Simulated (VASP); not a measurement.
# Si in VASP: a series of runs

One slab, Si, is run at these levels: PBE, LDA, PBEsol; tasks: relaxation of cell and atoms.

All numbers are computed with VASP 6.6.1; they aren't measurements. Logs are shortened: lines on timing, memory, paths and dates and some standing lists are left out, and cuts for length are marked.

## Step 1: Starting point

The cell holds a slab with vacuum, 2 atoms: a = 3.767 Å, b = 3.767 Å, c = 18.444 Å, α = 90.00°, β = 90.00°, γ = 120.00°.

The cell was built by a generator and needn't be a form met in nature.

## Step 2: Relaxation of cell and atoms, PBE

The input, INCAR:

```
PREC = Accurate ; ENCUT = 600
EDIFF = 1E-6 ; ISMEAR = 0
SIGMA = 0.03 ; LREAL = F
LASPH = T ; NELM = 80
ALGO = Normal ; ISIF = 3
LWAVE = F ; LCHARG = F
GGA = PE ; IBRION = 2
NSW = 90 ; EDIFFG = -0.01
LATTICE_CONSTRAINTS = .TRUE. .TRUE. .FALSE. ; KPAR = 2
```

The input, KPOINTS:

```
Automatic mesh
0
Gamma
  9 9 1
```

The input, POSCAR:

```
Si
1.0
    3.7674649300      0.0000000000      0.0000000000
   -1.8837324700      3.2627203400      0.0000000000
    0.0000000000      0.0000000000     18.4440000000
Si
2
Direct
    0.3333333300      0.6666666700      0.5120364300
    0.6666666700      0.3333333300      0.4879635700
```

Potentials or basis: VASP PAW PBE potentials, release 64 (Si).

On the command line:

```bash
> cat potpaw_PBE.64/Si/POTCAR > POTCAR
> mpirun -np 2 vasp_std > vasp.out
```

OUTCAR:

```text
PREC = Accurate
   ENCUT = 600
   EDIFF = 1E-6
   ISMEAR = 0
   LREAL = F
   LASPH = T
   NELM = 80
   ISIF = 3
   GGA = PE
   IBRION = 2
   NSW = 90
   EDIFFG = -0.01

 ion  position               nearest neighbor table
   1  0.333  0.667  0.512-   2 2.22   2 2.22   2 2.22
   2  0.667  0.333  0.488-   1 2.22   1 2.22   1 2.22

  LATTYP: Found a hexagonal cell.
 ALAT       =     3.7674649300
 C/A-ratio  =     4.8955996519

  Lattice vectors:

 A1 = (   3.7674649300,   0.0000000000,   0.0000000000)
 A2 = (  -1.8837324700,   3.2627203400,   0.0000000000)
 A3 = (   0.0000000000,   0.0000000000,  18.4440000000)

Analysis of symmetry for initial positions (statically):
=====================================================================
 Subroutine PRICEL returns:
 Original cell was already a primitive cell.

 Routine SETGRP: Setting up the symmetry group for a
 hexagonal supercell.

 Subroutine GETGRP returns: Found 12 space group operations
 (whereof 12 operations were pure point group operations)
 out of a pool of 24 trial point group operations.

The static configuration has the point symmetry D_3d.

Analysis of symmetry for dynamics (positions and initial velocities):
=====================================================================
 Subroutine PRICEL returns:
 Original cell was already a primitive cell.

 Routine SETGRP: Setting up the symmetry group for a
 hexagonal supercell.

 Subroutine GETGRP returns: Found 12 space group operations
 (whereof 12 operations were pure point group operations)
 out of a pool of 24 trial point group operations.

The dynamic configuration has the point symmetry D_3d.

 Subroutine INISYM returns: Found 12 space group operations
 (whereof 12 operations are pure point group operations),
 and found     1 'primitive' translations

----------------------------------------------------------------------------------------

                                     Primitive cell

  volume of cell :     226.7171

  direct lattice vectors                    reciprocal lattice vectors
     3.767464930  0.000000000  0.000000000     0.265430473  0.153246356  0.000000000
    -1.883732470  3.262720340  0.000000000     0.000000000  0.306492710  0.000000000
     0.000000000  0.000000000 18.444000000     0.000000000  0.000000000  0.054218174

  length of vectors
     3.767464930  3.767464935 18.444000000     0.306492711  0.306492710  0.054218174

  position of ions in fractional coordinates (direct lattice)
     0.333333330  0.666666670  0.512036430
     0.666666670  0.333333330  0.487963570

  ion indices of the primitive-cell ions
   primitive index   ion index
                 1           1
                 2           2

----------------------------------------------------------------------------------------

 KPOINTS: Automatic mesh

Automatic generation of k-mesh.
 Grid dimensions read from file:
 generate k-points for:    9    9    1

 Generating k-lattice:

  Cartesian coordinates                     Fractional coordinates (reciprocal lattice)
     0.029492275  0.017027373  0.000000000     0.111111111 -0.000000000  0.000000000
     0.000000000  0.034054746  0.000000000     0.000000000  0.111111111  0.000000000
     0.000000000  0.000000000  0.054218174     0.000000000  0.000000000  1.000000000

  Length of vectors
     0.034054746  0.034054746  0.054218174

  Shift w.r.t. Gamma in fractional coordinates (k-lattice)
     0.000000000  0.000000000  0.000000000

 Subroutine IBZKPT returns following result:
 ===========================================

 Found     12 irreducible k-points:

 Following reciprocal coordinates:
            Coordinates               Weight
  0.000000  0.000000  0.000000      1.000000
  0.111111  0.000000  0.000000      6.000000
  0.222222 -0.000000  0.000000      6.000000
  0.333333  0.000000  0.000000      6.000000
  0.444444 -0.000000  0.000000      6.000000
  0.111111  0.111111  0.000000      6.000000
  0.222222  0.111111  0.000000     12.000000
  0.333333  0.111111  0.000000     12.000000
[... 39 lines left out ...]
 NGX is ok and might be reduce to    30
   NGX = 15   NGY = 15   NGZ = 73

--------------------------------------- Ionic step        1  -------------------------------------------

 number of electron       8.0000000 magnetization

 Free energy of the ion-electron system (eV)
  ---------------------------------------------------
  ext. energy  EPLUGINS =         0.00000000
  ---------------------------------------------------
  free energy    TOTEN  =        -9.49878583 eV

  energy without entropy =       -9.49795000  energy(sigma->0) =       -9.49836792

------------------------ aborting loop because EDIFF is reached ----------------------------------------

  FORCE on cell =-STRESS in cart. coord.  units (eV):
  Direction    XX          YY          ZZ          XY          YZ          ZX
  --------------------------------------------------------------------------------------
  -------------------------------------------------------------------------------------
  Total        2.4744059      2.4744059      0.1031917     -0.0000000      0.0000000     -0.0000000
  in kB       17.4862763     17.4862764      0.7292415     -0.0000000      0.0000000     -0.0000000
  external PRESSURE =      11.9005981 kB  Pullay stress =       0.0000000 kB

 VOLUME and BASIS-vectors are now :
 -----------------------------------------------------------------------------
  energy-cutoff  :      600.00
  volume of cell :      226.72
      direct lattice vectors                 reciprocal lattice vectors
     3.767464930  0.000000000  0.000000000     0.265430473  0.153246356  0.000000000
    -1.883732470  3.262720340  0.000000000     0.000000000  0.306492710  0.000000000
     0.000000000  0.000000000 18.444000000     0.000000000  0.000000000  0.054218174
[... 73 lines left out ...]
 POSITION                                       TOTAL-FORCE (eV/Angst)
 -----------------------------------------------------------------------------------
     -0.00000      2.23385      9.44916         0.000000     -0.000000     -0.010255
      1.93457      1.11693      8.99484         0.000000      0.000000      0.010255
 -----------------------------------------------------------------------------------
    total drift:                                0.000000     -0.000000      0.000000

  FREE ENERGIE OF THE ION-ELECTRON SYSTEM (eV)
  ---------------------------------------------------
  free  energy   TOTEN  =        -9.5626592102 eV

  energy  without entropy=       -9.5618233738  energy(sigma->0) =       -9.56224129

--------------------------------------- Ionic step        4  -------------------------------------------

 number of electron       8.0000001 magnetization

 Free energy of the ion-electron system (eV)
  ---------------------------------------------------
  ext. energy  EPLUGINS =         0.00000000
  ---------------------------------------------------
  free energy    TOTEN  =        -9.56267976 eV

  energy without entropy =       -9.56184392  energy(sigma->0) =       -9.56226184

 E-fermi :  -2.8066     XC(G=0):  -2.3262

 val. band max:       -2.8066268470   @ k =   0.3333   0.3333   0.0000
 cond. band min:      -2.8066265612   @ k =   0.3333   0.3333   0.0000
 fundamental gap:      0.0000002859
 Fermi energy:        -2.8066267041

 k-point     1 :       0.0000    0.0000    0.0000
  band No.  band energies     occupation
      1     -13.8830      2.00000
      2      -5.9713      2.00000
      3      -4.0557      2.00000
      4      -4.0557      2.00000
      5      -0.9204      0.00000
      6      -0.2327      0.00000
      7       0.1795      0.00000
      8       0.1795      0.00000

 k-point     2 :       0.1111    0.0000    0.0000
  band No.  band energies     occupation
      1     -13.7393      2.00000
      2      -5.8907      2.00000
      3      -5.0047      2.00000
      4      -4.2972      2.00000
      5      -0.4882      0.00000
      6      -0.1389      0.00000
      7       0.5088      0.00000
      8       0.6977      0.00000
[... 130 lines left out ...]
 POSITION                                       TOTAL-FORCE (eV/Angst)
 -----------------------------------------------------------------------------------
     -0.00000      2.23268      9.44906        -0.000000      0.000000     -0.006333
      1.93356      1.11634      8.99494         0.000000     -0.000000      0.006333
 -----------------------------------------------------------------------------------
    total drift:                                0.000000      0.000000     -0.000000

  FREE ENERGIE OF THE ION-ELECTRON SYSTEM (eV)
  ---------------------------------------------------
  free  energy   TOTEN  =        -9.5626797611 eV

  energy  without entropy=       -9.5618439246  energy(sigma->0) =       -9.56226184

 reached required accuracy - stopping structural energy minimisation
```

Wall time 40 s (2 MPI ranks of Intel Xeon 6975P-C (Granite Rapids), shared host); peak memory 0.36 GiB.

Results:

```
Free energy                            : -9.5627 eV
Relaxed volume                         : 119.43 Å³/atom
Relaxed cell                           : a = 3.867 Å, b = 3.867 Å, c = 18.444 Å, α = 90.00°, β = 90.00°, γ = 120.00°
Space group after relaxing (to 0.05 Å) : P-3m1 (No. 164)
Energy gained by relaxing              : 31.9 meV/atom
Ionic steps                            : 4
Largest force after relaxing           : 0.006 eV/Å
Band gap on the k mesh                 : none (metal or under the smearing width)
```

Forces in eV/Å, atoms in the order of the input:
```
Si   0.000  0.000 -0.006
Si   0.000  0.000  0.006
```

The path:
| step | energy change (eV) | largest force (eV/Å) | pressure (GPa) | volume (Å³) |
| --- | --- | --- | --- | --- |
| 1 | 0.0000 | 0.2368 | 1.19 | 226.72 |
| 2 | 0.0184 | 0.1811 | -1.04 | 254.59 |
| 3 | -0.0639 | 0.0103 | -0.02 | 239.12 |
| 4 | -0.0639 | 0.0063 | 0.00 | 238.87 |

Final structure:
```xyz
2
Lattice="3.8671 0.0000 0.0000 -1.9336 3.3490 0.0000 0.0000 0.0000 18.4440" Properties=species:S:1:pos:R:3 pbc="T T T"
Si    0.0000    2.2327    9.4491
Si    1.9336    1.1163    8.9949
```

## Step 3: Relaxation of cell and atoms, PBE

This run uses another cell than the first one, of 119.43 Å³/atom, 1.054 times its volume.

The input, INCAR:

```
PREC = Accurate ; ENCUT = 600
EDIFF = 1E-7 ; ISMEAR = 0
SIGMA = 0.03 ; LREAL = F
LASPH = T ; NELM = 80
ALGO = Normal ; ISIF = 3
LWAVE = F ; LCHARG = F
GGA = PE ; IBRION = 2
NSW = 90 ; EDIFFG = -0.005
LATTICE_CONSTRAINTS = .TRUE. .TRUE. .FALSE. ; KPAR = 2
```

KPOINTS is that of step 2.

The input, POSCAR:

```
Si                                      
1.0
    3.8671104639     -0.0000000002      0.0000000000
   -1.9335552372      3.3490159040      0.0000000000
    0.0000000000      0.0000000000     18.4440000000
  Si            
     2
Direct
     0.3333333300000021    0.6666666699999979    0.5123108431771520
     0.6666666699999979    0.3333333300000021    0.4876891568228480
```

Potentials or basis: VASP PAW PBE potentials, release 64 (Si).

On the command line:

```bash
> cat potpaw_PBE.64/Si/POTCAR > POTCAR
> mpirun -np 2 vasp_std > vasp.out
```

It took 32 s on 2 MPI ranks of Intel Xeon 6975P-C (Granite Rapids), shared host; peak memory 0.39 GiB.

It converged, with:

```yaml
Free_energy: -9.5628 eV
Relaxed_volume: 119.50 Å³/atom
Relaxed_cell: a = 3.868 Å, b = 3.868 Å, c = 18.444 Å, α = 90.00°, β = 90.00°, γ = 120.00°
Space_group_after_relaxing_to_0.05_Å: P-3m1 (No. 164)
Energy_gained_by_relaxing: 0.0 meV/atom
Ionic_steps: 5
Largest_force_after_relaxing: 0.004 eV/Å
Band_gap_on_the_k_mesh: none (metal or under the smearing width)
```

Forces on the atoms (eV/Å):
```
Si   0.000  0.000 -0.004
Si   0.000  0.000  0.004
```

Final structure:
```
Si
1.0
     3.86816    0.00000    0.00000
    -1.93408    3.34992    0.00000
     0.00000    0.00000   18.44400
Si
2
Direct
  0.33333 0.66667 0.51224
  0.66667 0.33333 0.48776
```

Levels at points of the mesh, in eV from the Fermi level:
| k point | band 1 | band 2 | band 3 | band 4 | band 5 | band 6 | band 7 | band 8 |
| --- | --- | --- | --- | --- | --- | --- | --- | --- |
| (0.00, 0.00, 0.00) | -11.08 | -3.16 | -1.26 | -1.26 | 1.88 | 2.58 | 2.98 | 2.98 |

## Step 4: Relaxation of cell and atoms, LDA

The input, INCAR:

```
SYSTEM = Si
ALGO = Normal
EDIFF = 1E-6
EDIFFG = -0.01
ENCUT = 600
GGA = CA
IBRION = 2
ISIF = 3
ISMEAR = 0
LASPH = .TRUE.
LATTICE_CONSTRAINTS = .TRUE. .TRUE. .FALSE.
LCHARG = .FALSE.
LREAL = .FALSE.
LWAVE = .FALSE.
NELM = 80
NSW = 90
PREC = Accurate
SIGMA = 0.03
```

The input, KPOINTS:

```
k-points
0
G
  9 9 1
  0 0 0
```

The input, POSCAR:

```
Si
1.0
    3.7674649300      0.0000000000      0.0000000000
   -1.8837324700      3.2627203400      0.0000000000
    0.0000000000      0.0000000000     18.4440000000
Si
2
Direct
    0.3333333300      0.6666666700      0.5120364300
    0.6666666700      0.3333333300      0.4879635700
```

Potentials or basis: VASP PAW LDA potentials, release 64 (Si).

On the command line:

```bash
> cat potpaw_LDA.64/Si/POTCAR > POTCAR
> mpirun -np 1 vasp_std > vasp.out
```

Wall time 1.7 min (1 thread of Intel Xeon Platinum 8259CL at 2.50GHz (Skylake/Cascade Lake), shared host); peak memory 0.27 GiB.

Results (log left out):

```yaml
Free_energy: -10.4050 eV
Relaxed_volume: 116.81 Å³/atom
Relaxed_cell: a = 3.824 Å, b = 3.824 Å, c = 18.444 Å, α = 90.00°, β = 90.00°, γ = 120.00°
Space_group_after_relaxing_to_0.05_Å: P-3m1 (No. 164)
Energy_gained_by_relaxing: 10.5 meV/atom
Ionic_steps: 6
Largest_force_after_relaxing: 0.007 eV/Å
Band_gap_on_the_k_mesh: none (metal or under the smearing width)
```

Forces in eV/Å, atoms in the order of the input:
```
Si   0.000  0.000 -0.007
Si   0.000  0.000  0.007
```

Step by step:
```
step  energy change (eV)  largest force (eV/Å)  pressure (GPa)  volume (Å³)
   1              0.0000                0.1265            0.68       226.72
   2              0.0095                0.1511           -0.71       242.41
   3             -0.0209                0.0175           -0.01       233.63
   4             -0.0209                0.0149            0.00       233.49
   5             -0.0210                0.0131            0.00       233.53
   6             -0.0210                0.0072            0.00       233.63
```

Final structure:
```xyz
2
Lattice="3.8244 0.0000 0.0000 -1.9122 3.3121 0.0000 0.0000 0.0000 18.4440" Properties=species:S:1:pos:R:3 pbc="T T T"
Si    0.0000    2.2080    9.4439
Si    1.9122    1.1040    9.0001
```

Levels at points of the mesh, in eV from the Fermi level:
```csv
k point,band 2,band 3,band 4,band 5,band 6,band 7
"(0.00, 0.00, 0.00)",-3.26,-1.22,-1.22,2.08,2.52,3.00
```

## Step 5: Relaxation of cell and atoms, LDA

This run uses another cell than the first one, of 116.81 Å³/atom, 1.030 times its volume.

INCAR: that of step 4 with these lines changed.

```diff
@@ -2,4 +2,4 @@
 ALGO = Normal
-EDIFF = 1E-6
-EDIFFG = -0.01
+EDIFF = 1E-7
+EDIFFG = -0.005
 ENCUT = 600
```

KPOINTS is that of step 4.

The input, POSCAR:

```
Si                                      
1.0
    3.8244419813     -0.0000000001      0.0000000000
   -1.9122209958      3.3120639140      0.0000000000
    0.0000000000      0.0000000000     18.4440000000
  Si            
     2
Direct
     0.3333333300000021    0.6666666699999979    0.5120332391702573
     0.6666666699999979    0.3333333300000021    0.4879667608297426
```

On the command line:

```bash
> cat potpaw_LDA.64/Si/POTCAR > POTCAR
> mpirun -np 1 vasp_std > vasp.out
```

It took 62 s on 1 thread of Intel Xeon Platinum 8259CL at 2.50GHz (Skylake/Cascade Lake), shared host; peak memory 0.3 GiB.

It converged, with:

| Property | Result |
| --- | --- |
| Free energy | -10.4050 eV |
| Relaxed volume | 116.89 Å³/atom |
| Relaxed cell | a = 3.826 Å, b = 3.826 Å, c = 18.444 Å, α = 90.00°, β = 90.00°, γ = 120.00° |
| Space group after relaxing (to 0.05 Å) | P-3m1 (No. 164) |
| Energy gained by relaxing | 0.0 meV/atom |
| Ionic steps | 5 |
| Largest force after relaxing | 0.004 eV/Å |
| Band gap on the k mesh | none (metal or under the smearing width) |

Forces in eV/Å, atoms in the order of the input:
```
Si   0.000  0.000 -0.004
Si   0.000  0.000  0.004
```

Final structure:
```
Si
1.0
     3.82567    0.00000    0.00000
    -1.91284    3.31313    0.00000
     0.00000    0.00000   18.44400
Si
2
Direct
  0.33333 0.66667 0.51194
  0.66667 0.33333 0.48806
```

Levels at points of the mesh, in eV from the Fermi level:
```
           k point  band 2  band 3  band 4  band 5  band 6  band 7
(0.00, 0.00, 0.00)   -3.26   -1.23   -1.23    2.07    2.52    2.99
```

## Step 6: Relaxation of cell and atoms, PBEsol

The input, INCAR:

```
SYSTEM = Si
PREC = Accurate
ENCUT = 600
EDIFF = 1E-6
ISMEAR = 0
SIGMA = 0.03
LREAL = .FALSE.
LASPH = .TRUE.
NELM = 80
ALGO = Normal
ISIF = 3
LWAVE = .FALSE.
LCHARG = .FALSE.
GGA = PS
IBRION = 2
NSW = 90
EDIFFG = -0.01
LATTICE_CONSTRAINTS = .TRUE. .TRUE. .FALSE.
```

The input, KPOINTS:

```
regular mesh
0
G
  9 9 1
  0 0 0
```

The input, POSCAR:

```
Si
1.0
    3.7674649300      0.0000000000      0.0000000000
   -1.8837324700      3.2627203400      0.0000000000
    0.0000000000      0.0000000000     18.4440000000
Si
2
Direct
    0.3333333300      0.6666666700      0.5120364300
    0.6666666700      0.3333333300      0.4879635700
```

Potentials or basis: VASP PAW PBE potentials, release 64 (Si).

On the command line:

```bash
> cat potpaw_PBE.64/Si/POTCAR > POTCAR
> mpirun -np 1 vasp_std > vasp.out
```

Wall time 1.9 min (1 thread of AMD EPYC 7R13 (Zen 3), shared host); peak memory 0.33 GiB.

Results (log left out):

* Free energy: -10.0476 eV
* Relaxed volume: 118.26 Å³/atom
* Relaxed cell: a = 3.848 Å, b = 3.848 Å, c = 18.444 Å, α = 90.00°, β = 90.00°, γ = 120.00°
* Space group after relaxing (to 0.05 Å): P-3m1 (No. 164)
* Energy gained by relaxing: 21.6 meV/atom
* Ionic steps: 4
* Band gap on the k mesh: none (metal or under the smearing width)

The path:
| step | energy change (eV) | largest force (eV/Å) | pressure (GPa) | volume (Å³) |
| --- | --- | --- | --- | --- |
| 1 | 0.0000 | 0.2098 | 0.98 | 226.72 |
| 2 | 0.0173 | 0.1750 | -0.94 | 249.52 |
| 3 | -0.0431 | 0.0022 | -0.01 | 236.73 |
| 4 | -0.0431 | 0.0014 | 0.00 | 236.53 |

Final structure:
```
CELL_PARAMETERS angstrom
3.84812 0.00000 0.00000
-1.92406 3.33257 0.00000
0.00000 0.00000 18.44400
ATOMIC_POSITIONS crystal
Si 0.33333 0.66667 0.51228
Si 0.66667 0.33333 0.48772
```

Levels at points of the mesh, in eV from the Fermi level:
```
           k point  band 1  band 2  band 3  band 4  band 5  band 6  band 7  band 8
(0.00, 0.00, 0.00)  -11.13   -3.21   -1.21   -1.21    2.01    2.60    2.98    2.98
```

Caveat: the PAW data sets were made with another functional, which shifts forces and pressure a little.

## Step 7: Summary

```csv
level,potentials or basis,gap on the mesh (eV),relaxed volume (Å³/atom)
PBE,"VASP PAW PBE potentials, release 64 (Si)",none,119.50
LDA,"VASP PAW LDA potentials, release 64 (Si)",none,116.89
PBEsol,"VASP PAW PBE potentials, release 64 (Si)",none,118.26
```

Alike in all rows: task relaxation of cell and atoms; no spin polarisation; cell relaxed; k mesh 9 × 9 × 1; cutoff (eV) 600; smearing gaussian 0.03 eV.

Caveats: the PAW data sets were made with another functional, which shifts forces and pressure a little (some runs).

Total energies depend on the potentials used, so only differences within one code and one set of settings carry meaning.
